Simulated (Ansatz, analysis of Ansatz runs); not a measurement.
# Reproducing a measured charge-transition level: Cu on a Zn site in ZnO, part 2 of 2

Subject: Cu on a Zn site in ZnO. Wanted: its charge-transition level, in one set-up (r2SCAN, 72-site cell, r2SCAN lattice, 500 eV, k: the single point 1/4 1/4 1/4 then 2x2x2 shifted 0.5 0.5 0.5). The model is a cell of 72 host atoms with 1 Zn taken out and 1 Cu put in. The level is the Fermi energy at which two charge states have equal formation energy, after a correction for the images of the charge. A meta-GGA costs about twice a GGA and mends lattice constants and part of the gap.

Ansatz 0.2.0; r2SCAN, 72-site cell, r2SCAN lattice, 500 eV, k: the single point 1/4 1/4 1/4 then 2x2x2 shifted 0.5 0.5 0.5.

So far: Set-up; Relaxation, charge 0.

## 3. Relaxation, charge −1

Level of this step: plane-wave PAW DFT, r2SCAN; relaxation of all atoms of a defect supercell (Ansatz).

relax1/input.yaml reads:

```yaml
relax:
  f_tol: 0.02
  max_steps: 80
  random_displacement: { amplitude: 0.05, seed: 791 }
crystal:
  lattice:
    - [9.70585877, 0.0, 0.0]
    - [-4.85292939, 8.40552026, 0.0]
    - [0.0, 0.0, 10.42205781]
  atoms:
    - { symbol: Zn, position: [0.111111111, 0.222222222, 0.249833671] }
    - { symbol: Zn, position: [0.222222222, 0.111111111, -0.000166329] }
[... 22 atom lines left out ...]
    - { symbol: Zn, position: [0.444444444, 0.222222222, 0.249833671] }
[... 2 atom lines left out ...]
    - { symbol: O, position: [0.444444444, 0.222222222, 0.439671329] }
    - { symbol: Zn, position: [0.444444444, 0.222222222, 0.749833671] }
[... 3 atom lines left out ...]
    - { symbol: Zn, position: [0.444444444, 0.555555556, 0.249833671] }
[... 1 atom line left out ...]
    - { symbol: O, position: [0.555555556, 0.444444444, 0.189671329] }
    - { symbol: O, position: [0.444444444, 0.555555556, 0.439671329] }
    - { symbol: Zn, position: [0.444444444, 0.555555556, 0.749833671] }
    - { symbol: Cu, position: [0.555555556, 0.444444444, 0.499833671] }
    - { symbol: O, position: [0.555555556, 0.444444444, 0.689671329] }
[... 17 atom lines left out ...]
    - { symbol: Zn, position: [0.777777778, 0.555555556, 0.249833671] }
[... 2 atom lines left out ...]
    - { symbol: O, position: [0.777777778, 0.555555556, 0.439671329] }
    - { symbol: Zn, position: [0.777777778, 0.555555556, 0.749833671] }
[... 10 atom lines left out ...]
    - { symbol: O, position: [0.777777778, 0.888888889, 0.939671329] }
  host:
    repeats: [3, 3, 2]
    atoms:
      - { symbol: Zn, position: [0.333333333, 0.666666667, 0.499667343] }
      - { symbol: Zn, position: [0.666666667, 0.333333333, -0.000332657] }
      - { symbol: O, position: [0.666666667, 0.333333333, 0.379342657] }
      - { symbol: O, position: [0.333333333, 0.666666667, 0.879342657] }
total_charge: -1
basis:
  ecutwfc: 500
  xc_grid: 2
hamiltonian:
  xc: r2scan
kpoints:
  mp_grid: { grid: [1, 1, 1], shift: [0.25, 0.25, 0.25] }
scf:
  occupations: { method: fermi_dirac, width: 0.01 }
  max_iter: 120
output:
  forces: true
  charged_corrections:
    epsilon: [5.31, 5.31, 5.35]
    static_epsilon: [10.16, 10.16, 11.06]
    defect_position: [0.555556, 0.444444, 0.499834]
checkpoint:
  write: "../relax1.run"
  compress: false
  write_wavefunctions: true
  write_every: 100000
```

The run is started by

```
$ ansatz run input.yaml --threads 4 --pin off --max-ram 7536MiB --backend cpu --events-out ev --progress --plain --runs-dir out
```

Numbers of over 12 decimals in the logs are rounded to 6 here.

Log:

```text
[...]
Crystal: 72 atoms, lattice volume = 850.261 Å³
Basis set: ecut = 500 eV, 21585 PW (Γ), exchange–correlation on 144×144×160 points (8 copies of the dense FFT grid, shifted against one another)
Bands: 400, of which v1, the nominal top of the filled ones, is band 328 counted from 1 (327 counted from 0)
Symmetry: 1 space group operations
k-points: 1
[...]
SCF iter   1: F=—  HF=-143510.302332 eV  |F-HF|=—  |Δ(HF+E_count)|=         —  Δρ=1.94e-2  dr2=2.47e0  dr2_τ=1.75e0  ethr=1.77e-3  ⟨swp⟩=6.0  Hψ=1462  notcnv=0  defer=5
[...]
SCF iter  13: F=-143510.909791 eV  HF=-143510.909792 eV  |F-HF|=7.92e-7  |Δ(HF+E_count)|=   7.53e-7  Δρ=1.02e-5  dr2=8.65e-7  dr2_τ=1.88e-8  ethr=1.52e-9  ⟨swp⟩=3.0  Hψ=1060  notcnv=0
SCF 1 converged in 13 iterations: F = -143510.909791 eV  dr2 = 8.65e-7
[...]
--- Relaxed structure (6 steps of the walk, 6 accepted, 0 SCFs on fresh bases) ---
  F+E_penalty+E_count = -143512.31322682 eV   max|allowed force component| = 1.224e-2 eV/Å
  atoms:
    - { symbol: Zn, position: [0.111313, 0.223170, 0.250530] }
    - { symbol: Zn, position: [0.222000, 0.111106, -0.000701] }
    [... 22 atoms left out ...]
    - { symbol: Zn, position: [0.444306, 0.223928, 0.247999] }
    [... 2 atoms left out ...]
    - { symbol: O, position: [0.435059, 0.206835, 0.433301] }
    - { symbol: Zn, position: [0.444852, 0.224293, 0.748129] }
    [... 3 atoms left out ...]
    - { symbol: Zn, position: [0.446075, 0.554319, 0.253742] }
    [... 2 atoms left out ...]
    - { symbol: O, position: [0.443907, 0.556424, 0.439249] }
    [... 1 atom left out ...]
    - { symbol: Cu, position: [0.561391, 0.424148, 0.505631] }
    - { symbol: O, position: [0.555559, 0.446731, 0.701389] }
    [... 17 atoms left out ...]
    - { symbol: Zn, position: [0.775499, 0.555564, 0.250399] }
    [... 2 atoms left out ...]
    - { symbol: O, position: [0.787249, 0.561799, 0.436069] }
    - { symbol: Zn, position: [0.777456, 0.556537, 0.748527] }
    [... 11 atoms left out ...]
[key lines of the parts left out:]
SCF converged after 2 iterations
Free energy (F): -143512.313227 eV
Fermi energy:    9.327907 eV
```

The job ended after 4.1 min (4 threads of Arm Neoverse V2, shared host; peak memory 2.9 GiB; 16 min of CPU time).

The steps of the relaxation:

```
step  energy less that of the first step (eV)  largest force component (eV/Å)
   1                                   0.0000                          1.1857
   2                                  -0.8237                          0.8124
   3                                  -1.3740                          0.3193
   4                                  -1.4009                          0.0389
   5                                  -1.4029                          0.0326
   6                                  -1.4034                          0.0122
```

The atoms that moved most (Å, from the sites as typed, ahead of the random displacement, the mean shift of all atoms taken out):

```
atom      dx      dy      dz  length
Cu38   0.156  -0.171   0.058   0.238
 O28  -0.016  -0.130  -0.069   0.148
 O39  -0.011   0.019   0.120   0.122
 O60   0.062   0.052  -0.040   0.090
Zn34  -0.002   0.005  -0.050   0.051
 O35  -0.001   0.000  -0.051   0.051
Zn14   0.045   0.010  -0.006   0.046
Zn46   0.017  -0.042  -0.008   0.046
```

Neighbours of Cu38 at the end:

```
atom  distance (Å)
 O28         1.983
 O60         2.046
 O39         2.056
 O36         2.212
Zn30         2.996
Zn29         3.039
Zn62         3.059
Zn61         3.125
Zn25         3.173
 Zn6         3.173
```

This step gave:

```yaml
free_energy: -143512.3132 eV
```

## 4. Single point, charge 0

The relaxed structure is kept, and the final numbers are taken at the final level and k-points.

This step: plane-wave PAW DFT, r2SCAN; single point of a defect supercell.

point0/input.yaml reads:

```yaml
crystal:
  lattice:
    - [9.70585877, 0.0, 0.0]
    - [-4.85292939, 8.40552026, 0.0]
    - [0.0, 0.0, 10.42205781]
  atoms:
    - { symbol: Zn, position: [0.110768629, 0.221806683, 0.250016158] }
    - { symbol: Zn, position: [0.222386607, 0.110967406, -0.00039338] }
[... 22 atom lines left out ...]
    - { symbol: Zn, position: [0.444319762, 0.221983579, 0.249549891] }
[... 2 atom lines left out ...]
    - { symbol: O, position: [0.442659655, 0.220022242, 0.438294747] }
    - { symbol: Zn, position: [0.443810366, 0.223700418, 0.749081138] }
[... 3 atom lines left out ...]
    - { symbol: Zn, position: [0.445581205, 0.554317679, 0.249807718] }
[... 2 atom lines left out ...]
    - { symbol: O, position: [0.446746242, 0.553042618, 0.441754317] }
    - { symbol: Zn, position: [0.443605231, 0.556439447, 0.751436658] }
    - { symbol: Cu, position: [0.553790395, 0.446029644, 0.49879545], spin: 1.0 }
    - { symbol: O, position: [0.554207396, 0.446071971, 0.691612568] }
[... 6 atom lines left out ...]
    - { symbol: Zn, position: [0.55717022, 0.777771001, 0.500980763] }
[... 10 atom lines left out ...]
    - { symbol: Zn, position: [0.778111402, 0.555717207, 0.249681173] }
[... 2 atom lines left out ...]
    - { symbol: O, position: [0.780162062, 0.557298158, 0.438402671] }
    - { symbol: Zn, position: [0.776566013, 0.556310416, 0.749103794] }
[... 10 atom lines left out ...]
    - { symbol: O, position: [0.777605935, 0.888858822, 0.940264882] }
  host:
    repeats: [3, 3, 2]
    atoms:
      - { symbol: Zn, position: [0.333333333, 0.666666667, 0.499667343] }
      - { symbol: Zn, position: [0.666666667, 0.333333333, -0.000332657] }
      - { symbol: O, position: [0.666666667, 0.333333333, 0.379342657] }
      - { symbol: O, position: [0.333333333, 0.666666667, 0.879342657] }
basis:
  ecutwfc: 500
  xc_grid: 2
hamiltonian:
  xc: r2scan
kpoints:
  mp_grid: { grid: [2, 2, 2], shift: [0.5, 0.5, 0.5] }
magnetization:
  spin_polarized: true
  initial_magnetization: 1
  spin_locking: { lock_magnetization: hard }
scf:
  occupations: { method: fermi_dirac, width: 0.01 }
  max_iter: 120
output:
  forces: true
  charged_corrections:
    epsilon: [5.31, 5.31, 5.35]
    static_epsilon: [10.16, 10.16, 11.06]
    defect_position: [0.555556, 0.444444, 0.499834]
  eigenvalues: true
checkpoint:
  read: "../relax0.run"
  write: "../point0.run"
  compress: false
  write_wavefunctions: true
  write_every: 100000
```

Log:

```text
[...]
Crystal: 72 atoms, lattice volume = 850.261 Å³
Basis set: ecut = 500 eV, 21585 PW (Γ), exchange–correlation on 144×144×160 points (8 copies of the dense FFT grid, shifted against one another)
Bands: 400, of which v1, the nominal top of the filled ones, is band 328 counted from 1 (327 counted from 0)
Symmetry: 1 space group operations
[...]
k-points: 4 of 8 (time reversal used)
[...]
Stability of the state it starts from, as read at its close in the collinear treatment: not read, because the mixer in use, unlike msr1, does not test its closes by its own steps (another_mixer); its run was given moments
Starting moments: Σ|m| = 1 μB on 1 of 72 sites; this step starts from the density that it was given
[...]
--- Forces (eV/Å), atoms counted from 1 ---
  atom   1  Zn     0.01083061    -0.00463877     0.00559598
  atom   2  Zn    -0.00807920     0.00461550     0.00420955
  [... 22 atoms left out ...]
  atom  25  Zn     0.01041517    -0.00682352     0.00303100
  [... 2 atoms left out ...]
  atom  28  O      0.00655914    -0.01900920    -0.01646727
  atom  29  Zn     0.01102751    -0.00802942     0.00244866
  [... 3 atoms left out ...]
  atom  33  Zn     0.00950866    -0.00324757     0.00441015
  [... 2 atoms left out ...]
  atom  36  O     -0.00279713     0.00147768    -0.00395670
  [... 1 atom left out ...]
  atom  38  Cu    -0.01729687     0.01615310     0.01973158
  atom  39  O     -0.00853997     0.00622849    -0.01449433
  [... 17 atoms left out ...]
  atom  57  Zn     0.01067799    -0.00598567     0.00153475
  [... 2 atoms left out ...]
  atom  60  O      0.01530783     0.00214456    -0.01433584
  atom  61  Zn     0.00993416    -0.00613535     0.00199446
  [... 11 atoms left out ...]
  max |Σ_I F_I| component: 2.61e-1 eV/Å
--- Band table (eV; the first three rows and the last of 8) ---
[...]
[... further k-points left out ...]
[key lines of the parts left out:]
SCF converged after 12 iterations
Magnetization: 1.0000 μB (328.0000 up, 327.0000 down)
Free energy (F): -143520.292498 eV
Fermi energy:    7.665534 (↑ 8.075361, ↓ 7.665534) eV
```

Wall time 9.5 min (4 threads); peak memory 5.8 GiB.

Read from the output:

| Property | Result |
| --- | --- |
| free energy | -143520.2925 eV |
| total moment | 1 μB |
| integral of the absolute spin density | 1.094 μB |
| spin contamination | 0.002225 |

## 5. Single point, charge −1

This step: plane-wave PAW DFT, r2SCAN; single point of a defect supercell.

point1/input.yaml reads:

```yaml
crystal:
  lattice:
    - [9.70585877, 0.0, 0.0]
    - [-4.85292939, 8.40552026, 0.0]
    - [0.0, 0.0, 10.42205781]
  atoms:
    - { symbol: Zn, position: [0.111313203, 0.223170452, 0.250529515] }
    - { symbol: Zn, position: [0.221999587, 0.111105645, -0.000700957] }
[... 11 atom lines left out ...]
    - { symbol: Zn, position: [0.227416641, 0.445660314, 0.499438288] }
[... 13 atom lines left out ...]
    - { symbol: O, position: [0.435059357, 0.206834877, 0.433301169] }
    - { symbol: Zn, position: [0.444852029, 0.224292552, 0.748128758] }
[... 3 atom lines left out ...]
    - { symbol: Zn, position: [0.446075272, 0.554318782, 0.253741713] }
[... 2 atom lines left out ...]
    - { symbol: O, position: [0.44390714, 0.556424449, 0.439248513] }
    - { symbol: Zn, position: [0.444038588, 0.55693847, 0.748119464] }
    - { symbol: Cu, position: [0.561390588, 0.424148008, 0.505630942] }
    - { symbol: O, position: [0.555558585, 0.446730608, 0.701389448] }
[... 6 atom lines left out ...]
    - { symbol: Zn, position: [0.554750187, 0.772837256, 0.499332744] }
[... 10 atom lines left out ...]
    - { symbol: Zn, position: [0.775499344, 0.555564104, 0.25039908] }
[... 2 atom lines left out ...]
    - { symbol: O, position: [0.787248678, 0.561798537, 0.436069455] }
    - { symbol: Zn, position: [0.777456269, 0.556536857, 0.748527258] }
[... 10 atom lines left out ...]
    - { symbol: O, position: [0.777788091, 0.889656328, 0.939920659] }
  host:
    repeats: [3, 3, 2]
    atoms:
      - { symbol: Zn, position: [0.333333333, 0.666666667, 0.499667343] }
      - { symbol: Zn, position: [0.666666667, 0.333333333, -0.000332657] }
      - { symbol: O, position: [0.666666667, 0.333333333, 0.379342657] }
      - { symbol: O, position: [0.333333333, 0.666666667, 0.879342657] }
total_charge: -1
basis:
  ecutwfc: 500
  xc_grid: 2
hamiltonian:
  xc: r2scan
kpoints:
  mp_grid: { grid: [2, 2, 2], shift: [0.5, 0.5, 0.5] }
scf:
  occupations: { method: fermi_dirac, width: 0.01 }
  max_iter: 120
output:
  forces: true
  charged_corrections:
    epsilon: [5.31, 5.31, 5.35]
    static_epsilon: [10.16, 10.16, 11.06]
    defect_position: [0.555556, 0.444444, 0.499834]
  eigenvalues: true
checkpoint:
  read: "../relax1.run"
  write: "../point1.run"
  compress: false
  write_wavefunctions: true
  write_every: 100000
```

Log:

```text
[...]
Crystal: 72 atoms, lattice volume = 850.261 Å³
Basis set: ecut = 500 eV, 21585 PW (Γ), exchange–correlation on 144×144×160 points (8 copies of the dense FFT grid, shifted against one another)
Bands: 400, of which v1, the nominal top of the filled ones, is band 328 counted from 1 (327 counted from 0)
Symmetry: 1 space group operations
[...]
k-points: 4 of 8 (time reversal used)
[...]
SCF iter  12: F=-143511.789467 eV  HF=-143511.789467 eV  |F-HF|=2.29e-8  |Δ(HF+E_count)|=   1.32e-8  Δρ=1.80e-6  dr2=3.05e-8  dr2_τ=5.46e-10  ethr=1.52e-11  ⟨swp⟩=9.8  Hψ=8466  notcnv=0
SCF 1 converged in 12 iterations: F = -143511.789467 eV  dr2 = 3.05e-8
[...]
SCF converged after 12 iterations
Free energy (F): -143511.789467 eV
[...]
Internal energy: -143511.789463 eV  (E = F + TS)
E sigma→0 (E₀):  -143511.789465 eV
Entropy (-TS):   -0.000004 eV (-0.000 meV/atom)
Fermi energy:    8.945251 eV
[...]
--- Forces (eV/Å), atoms counted from 1 ---
  atom   1  Zn    -0.00233107    -0.00665309    -0.00638538
  atom   2  Zn    -0.01511314     0.00501983    -0.00587603
  [... 11 atoms left out ...]
  atom  14  Zn    -0.03175073    -0.00962487     0.01250832
  [... 13 atoms left out ...]
  atom  28  O      0.02252516     0.06805539     0.01882914
  atom  29  Zn    -0.00298792    -0.03313046     0.03282533
  [... 3 atoms left out ...]
  atom  33  Zn     0.00006357    -0.00236004    -0.02543259
  [... 2 atoms left out ...]
  atom  36  O      0.06092900    -0.03778323     0.00134177
  [... 1 atom left out ...]
  atom  38  Cu    -0.09957075     0.00415392     0.01164583
  atom  39  O      0.04753283     0.00159112    -0.09779953
  [... 6 atoms left out ...]
  atom  46  Zn    -0.00536711     0.02780195     0.01538201
  [... 10 atoms left out ...]
  atom  57  Zn     0.01339122    -0.00568468    -0.03376994
  [... 2 atoms left out ...]
  atom  60  O     -0.03701628    -0.02149603     0.04009618
  [... 12 atoms left out ...]
  max |Σ_I F_I| component: 1.93e-1 eV/Å
[...]
F Makov-Payne    = n/a  (the rows are of the electrons' constant alone; ansatz place-levels tells what screens the charge)
[...]
--- Band table (eV) ---
[...]
[... further k-points left out ...]
```

The job ended after 3.3 min (4 threads; peak memory 4.7 GiB; 13 min of CPU time).

This step gave:

```yaml
free_energy: -143511.7895 eV
```

## 6. Charge-transition levels

A charged cell feels its images and has its own zero of potential; this step corrects both and places the level between the host's band edges.

This step: place-levels on r2SCAN runs: charge-transition levels with image-charge correction and potential alignment at the atomic sites.

levels.yaml reads:

```yaml
host:
  run: host.point.run
states: [point0.run, point1.run]
geometry_from:
  point0.run: relax0.run
  point1.run: relax1.run
  host.point.run: host.relax.run
```

The run is started by

```
$ ansatz place-levels levels.yaml -- --threads 4 --pin off --max-ram 7536MiB
```

Log:

```text
(0/-1) 1.238 eV above the valence edge (+1.690 eV without the band-filling correction), 0.000 eV under the conduction edge
  edges by r2scan, gap 1.238 eV; the host is sampled to repeats of 19.41 Å
  the defect's cells are sampled to repeats of 19.41 Å, like sampling
  charge 0: +0.000 eV for its dipole among its images, +0.002 omitted
  charge -1: -143511.6339 eV with its correction of +0.156 eV, at epsilon [10.16, 10.16, 11.06], aligned at sites: +0.0517 eV, mean over 33 atomic sites at or beyond 4.85 Å from the defect at [0.5556, 0.4444, 0.4998], with +0.000000 for the charge's moments [...]
  of states[0] (point0.run): stability_check_not_made
  of states[1] (point1.run): how wide its charge is, is not read beside other atoms or cores, and a band state would take no correction. [...]
```

Run time: 0.16 s. Hardware: 4 threads.

Read from the output:

* gap: 1.238 eV

## 7. Outcome

This set-up is not sound: the carrier goes into a band, and the band-filling term draws the level to the band edge, so there is no figure to set beside the measurement.

[Logs are printed without paths, hosts, clocks, repeated set-up lines and the standing remarks that a program may print on its own settings, such as how far it seeks lower states.]

[Hosts, paths, dates, database ids (printed as entryN), source tags and the programs' standing remarks are cut or masked in the printed files.]

[For some hosts the program warned that the k-mesh of the response run may be too coarse for force constants and the static dielectric constant; such warnings are not shown here.]
